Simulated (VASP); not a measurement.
# Si2N (I4/mmm) in VASP: notebook, part 2 of 3

VASP 6.6.1.

**3. Core levels, PBEsol**

Input file INCAR:

```
SYSTEM = Si2N
  ALGO = Normal
  EDIFF = 1E-7
  ENCUT = 520
  GGA = PS
  ICORELEVEL = 1
  ISIF = 2
  ISMEAR = 0
  LASPH = .True.
  LCHARG = .False.
  LREAL = .False.
  LWAVE = .False.
  NELM = 60
  PREC = Accurate
  SIGMA = 0.02
```

Input file KPOINTS:

```
k-points
0
Gamma
  9 9 9
  0 0 0
```

Input file POSCAR:

```
Si2N
1.0
   -2.0455600000      2.0455600000      2.3983700000
    2.0455600000     -2.0455600000      2.3983700000
    2.0455600000      2.0455600000     -2.3983700000
Si N
2 1
Direct
    0.7500000000      0.2500000000      0.5000000000
    0.2500000000      0.7500000000      0.5000000000
    0.0000000000      0.0000000000      0.0000000000
```

Potentials or basis: VASP PAW PBE potentials, release 64 (Si, N).

Started as:

```sh
$ cat potpaw_PBE.64/Si/POTCAR potpaw_PBE.64/N/POTCAR > POTCAR
$ mpirun -np 1 vasp_std > vasp.out
```

OUTCAR:

```text
SYSTEM = Si2N
   EDIFF = 1E-7
   ENCUT = 520
   GGA = PS
   ISIF = 2
   ISMEAR = 0
   LASPH = .True.
   LREAL = .False.
   NELM = 60
   PREC = Accurate

 ion  position               nearest neighbor table
   1  0.750  0.250  0.500-   3 2.37   3 2.37   3 2.37   3 2.37   2 2.40   2 2.40   2 2.89   2 2.89
                             2 2.89   2 2.89
   2  0.250  0.750  0.500-   3 2.37   3 2.37   3 2.37   3 2.37   1 2.40   1 2.40   1 2.89   1 2.89
                             1 2.89   1 2.89
   3  0.000  0.000  0.000-   1 2.37   2 2.37   1 2.37   2 2.37   1 2.37   2 2.37   1 2.37   2 2.37

  LATTYP: Found a body centered tetragonal cell.
 ALAT       =     4.0911200000
 C/A-ratio  =     1.1724759968

  Lattice vectors:

 A1 = (  -2.0455600000,   2.0455600000,   2.3983700000)
 A2 = (   2.0455600000,  -2.0455600000,   2.3983700000)
 A3 = (   2.0455600000,   2.0455600000,  -2.3983700000)

Analysis of symmetry for initial positions (statically):
=====================================================================
 Subroutine PRICEL returns:
 Original cell was already a primitive cell.

 Routine SETGRP: Setting up the symmetry group for a
 body centered tetragonal supercell.

 Subroutine GETGRP returns: Found 16 space group operations
 (whereof 16 operations were pure point group operations)
 out of a pool of 16 trial point group operations.

The static configuration has the point symmetry D_4h.

Analysis of symmetry for dynamics (positions and initial velocities):
=====================================================================
 Subroutine PRICEL returns:
 Original cell was already a primitive cell.

 Routine SETGRP: Setting up the symmetry group for a
 body centered tetragonal supercell.

 Subroutine GETGRP returns: Found 16 space group operations
 (whereof 16 operations were pure point group operations)
 out of a pool of 16 trial point group operations.

The dynamic configuration has the point symmetry D_4h.

 Subroutine INISYM returns: Found 16 space group operations
 (whereof 16 operations are pure point group operations),
 and found     1 'primitive' translations

----------------------------------------------------------------------------------------

                                     Primitive cell

  volume of cell :      40.1421

  direct lattice vectors                    reciprocal lattice vectors
    -2.045560000  2.045560000  2.398370000     0.000000000  0.244431843  0.208474923
     2.045560000 -2.045560000  2.398370000     0.244431843  0.000000000  0.208474923
     2.045560000  2.045560000 -2.398370000     0.244431843  0.244431843  0.000000000

  length of vectors
     3.757766635  3.757766635  3.757766635     0.321261138  0.321261138  0.345678827

  position of ions in fractional coordinates (direct lattice)
     0.750000000  0.250000000  0.500000000
     0.250000000  0.750000000  0.500000000
     0.000000000  0.000000000  0.000000000

  ion indices of the primitive-cell ions
   primitive index   ion index
                 1           1
                 2           2
                 3           3

----------------------------------------------------------------------------------------

 KPOINTS: k-points

[... 26 lines left out ...]
  0.222222  0.000000 -0.000000      8.000000
  0.333333  0.000000  0.000000      8.000000
  0.444444  0.000000 -0.000000      8.000000
  0.111111  0.111111  0.000000      8.000000
[... 16 lines left out ...]
 -0.333333  0.333333  0.000000      4.000000
  0.444444  0.444444  0.000000      8.000000
 [... further k-points ...]
   k-points           NKPTS =     75   k-points in BZ     NKDIM =     75   number of bands    NBANDS=     10
   number of dos      NEDOS =    301   number of ions     NIONS =      3
   total plane-waves  NPLWV =  21952
   dimension x,y,z NGX =    28 NGY =   28 NGZ =   28
   dimension x,y,z NGXF=    56 NGYF=   56 NGZF=   56
   ions per type =               2   1
   NGX,Y,Z   is equivalent  to a cutoff of  12.39, 12.39, 12.39 a.u.
   NGXF,Y,Z  is equivalent  to a cutoff of  24.77, 24.77, 24.77 a.u.
 SYSTEM =  Si2N
   PREC   = accura    normal or accurate (medium, high low for compatibility)
   ISTART =      0    job   : 0-new  1-cont  2-samecut
   ICHARG =      2    charge: 1-file 2-atom 10-const
   ISPIN  =      1    spin polarized calculation?
   LNONCOLLINEAR =      F non collinear calculations
   LSORBIT =      F    spin-orbit coupling
   LASPH  =      T    aspherical Exc in radial PAW
   ENCUT  =  520.0 eV  38.22 Ry    6.18 a.u.   6.99  6.99  6.99*2*pi/ulx,y,z
   NELM   =     60;   NELMIN=  2; NELMDL= -5     # of ELM steps
   EDIFF  = 0.1E-06   stopping-criterion for ELM
   LREAL  =      F    real-space projection
   EDIFFG = 0.1E-05   stopping-criterion for IOM
   NSW    =      0    number of steps for IOM
   IBRION =     -1    ionic relax: 0-MD 1-quasi-New 2-CG
   NFREE  =      0    steps in history (QN), initial steepest desc. (CG)
   ISIF   =      2    stress and relaxation
   ISYM   =      2    0-nonsym 1-usesym 2-fastsym
   POTIM  = 0.5000    time-step for ionic-motion
   TEBEG  =    0.0;   TEEND  =   0.0 temperature during run
   PSTRESS=    0.0 pullay stress
   NELECT =      13.0000    total number of electrons
   NUPDOWN=      -1.0000    fix difference up-down
   EMIN   =  10.00;   EMAX   =-10.00  energy-range for DOS
   EFERMI =   0.00;   METHOD = LEGACY
   ISMEAR =     0;   SIGMA  =   0.02  broadening in eV -4-tet -1-fermi 0-gaus
   EFERMI_NEDOS =   21; number of points for ismear=-14 and -15
   IALGO  =     38    algorithm
   IMIX   =      4    mixing-type and parameters
     AMIX     =   0.40;   BMIX     =  1.00
     AMIX_MAG =   1.60;   BMIX_MAG =  1.00
  volume/ion in A,a.u.               =      13.38        90.30
  Fermi-wavevector in a.u.,A,eV,Ry     =   1.124231  2.124489 17.196355  1.263896
  Thomas-Fermi vector in A             =   2.260902
   LORBIT       =      0    0 simple, 1 ext, 2 COOP (PROOUT), +10 PAW based schemes
   GGA     = PS    functional components
   LHFCALC =     F    Hartree Fock is set to
   AEXX    =    0.0000 exact exchange contribution
   IVDW    =     0    specifies the selected vdW correction
   LEPSILON=     F    determine dielectric tensor
   LRPA    =     F    only Hartree local field effects (RPA)
 non-spin polarized calculation
 Gauss-broadening in eV      SIGMA  =   0.02
  energy-cutoff  :      520.00
  volume of cell :       40.14
 maximum number of plane-waves:      1100
   NGX = 13   NGY = 13   NGZ = 13

 number of electron      12.9999999 magnetization

 Free energy of the ion-electron system (eV)
  ---------------------------------------------------
  ext. energy  EPLUGINS =         0.00000000
  ---------------------------------------------------
  free energy    TOTEN  =       -16.33079203 eV

  energy without entropy =      -16.33048571  energy(sigma->0) =      -16.33063887

 the core state eigenenergies are
   1-  1s  -1773.4351  2s   -126.9912  2p    -83.0504
   2-  1s  -1773.4351  2s   -126.9912  2p    -83.0504
   3-  1s   -370.5254

 E-fermi :   8.0155     XC(G=0): -10.9857

 val. band max:        8.0051449466   @ k =  -0.2222  -0.4444   0.1111
 cond. band min:       8.0412801437   @ k =   0.3333   0.1111   0.0000
 fundamental gap:      0.0361351970
 Fermi energy:         8.0154770842

 k-point     1 :       0.0000    0.0000    0.0000
  band No.  band energies     occupation
      1      -8.6285      2.00000
      2       0.8142      2.00000
      3       3.8945      2.00000
      4       3.8945      2.00000
      5       4.6758      2.00000
      6       5.7895      2.00000
      7       8.4309      0.00000
      8       8.4309      0.00000
      9       8.5658      0.00000
     10      11.7216      0.00000
[... 274 lines left out ...]
 k-point    23 :      -0.3333    0.3333    0.0000
  band No.  band energies     occupation

------------------------ aborting loop because EDIFF is reached ----------------------------------------

  FORCE on cell =-STRESS in cart. coord.  units (eV):
  Direction    XX          YY          ZZ          XY          YZ          ZX
  --------------------------------------------------------------------------------------
  -------------------------------------------------------------------------------------
  Total       -0.9334202     -0.9334202     -0.3993666      0.0000000      0.0000000      0.0000000
  in kB      -37.2552234    -37.2552234    -15.9397589      0.0000000      0.0000000      0.0000000
  external PRESSURE =     -30.1500686 kB  Pullay stress =       0.0000000 kB

 VOLUME and BASIS-vectors are now :
 -----------------------------------------------------------------------------
  energy-cutoff  :      520.00
  volume of cell :       40.14
      direct lattice vectors                 reciprocal lattice vectors
    -2.045560000  2.045560000  2.398370000     0.000000000  0.244431843  0.208474923
     2.045560000 -2.045560000  2.398370000     0.244431843  0.000000000  0.208474923
     2.045560000  2.045560000 -2.398370000     0.244431843  0.244431843  0.000000000

 POSITION                                       TOTAL-FORCE (eV/Angst)
 -----------------------------------------------------------------------------------
      0.00000      2.04556      1.19918        -0.000000      0.000000      0.000000
      2.04556      0.00000      1.19918        -0.000000     -0.000000     -0.000000
      0.00000      0.00000      0.00000         0.000000     -0.000000      0.000000
 -----------------------------------------------------------------------------------
    total drift:                               -0.000000     -0.000000      0.000000

  FREE ENERGIE OF THE ION-ELECTRON SYSTEM (eV)
  ---------------------------------------------------
  free  energy   TOTEN  =       -16.3307920292 eV

  energy  without entropy=      -16.3304857051  energy(sigma->0) =      -16.33063887
```

OSZICAR:

```text
N       E                     dE             d eps       ncg     rms          rms(c)
DAV:   1     0.237967847496E+02    0.23797E+02   -0.55273E+03  1500   0.109E+03
DAV:   2    -0.146992350014E+02   -0.38496E+02   -0.36740E+02  2134   0.151E+02
DAV:   3    -0.170688507604E+02   -0.23696E+01   -0.23058E+01  1916   0.372E+01
DAV:   4    -0.171043527507E+02   -0.35502E-01   -0.35100E-01  1918   0.433E+00
DAV:   5    -0.171049551364E+02   -0.60239E-03   -0.60115E-03  1832   0.467E-01    0.652E+00
DAV:   6    -0.167285351718E+02    0.37642E+00   -0.11058E+01  2026   0.210E+01    0.508E+00
DAV:   7    -0.163486001808E+02    0.37993E+00   -0.17156E+00  2034   0.900E+00    0.204E+00
DAV:   8    -0.163392998835E+02    0.93003E-02   -0.29864E-01  1644   0.453E+00    0.689E-01
DAV:   9    -0.163306930631E+02    0.86068E-02   -0.37861E-02  1658   0.143E+00    0.152E-01
DAV:  10    -0.163308595555E+02   -0.16649E-03   -0.50169E-03  1916   0.566E-01    0.664E-02
DAV:  11    -0.163308027066E+02    0.56849E-04   -0.21038E-04  1936   0.127E-01    0.386E-02
DAV:  12    -0.163307970596E+02    0.56470E-05   -0.27861E-05  1702   0.439E-02    0.191E-02
DAV:  13    -0.163307920412E+02    0.50184E-05   -0.23486E-05  1936   0.329E-02    0.203E-03
DAV:  14    -0.163307920616E+02   -0.20393E-07   -0.11340E-06  1640   0.114E-02    0.215E-03
DAV:  15    -0.163307920292E+02    0.32380E-07   -0.45001E-08   834   0.162E-03
   1 F= -.16330792E+02 E0= -.16330639E+02  d E =-.306324E-03
```

Wall time 13 s (1 thread of Intel Xeon 6975P-C (Granite Rapids), shared host); peak memory 0.16 GiB.

What came out:

```
Free energy            : -16.3308 eV
Pressure               : -3.0 GPa
Band gap on the k mesh : none (metal or under the smearing width)
```

Core levels (eV, on the scale of the bands):
```csv
atom,levels
1 Si,"1s -1773.4, 2s -127.0, 2p -83.1"
2 Si,"1s -1773.4, 2s -127.0, 2p -83.1"
3 N,1s -370.5
```

Caveat: the PAW data sets were made with another functional, which shifts forces and pressure a little.

(Part 2 of 3 ends here.)
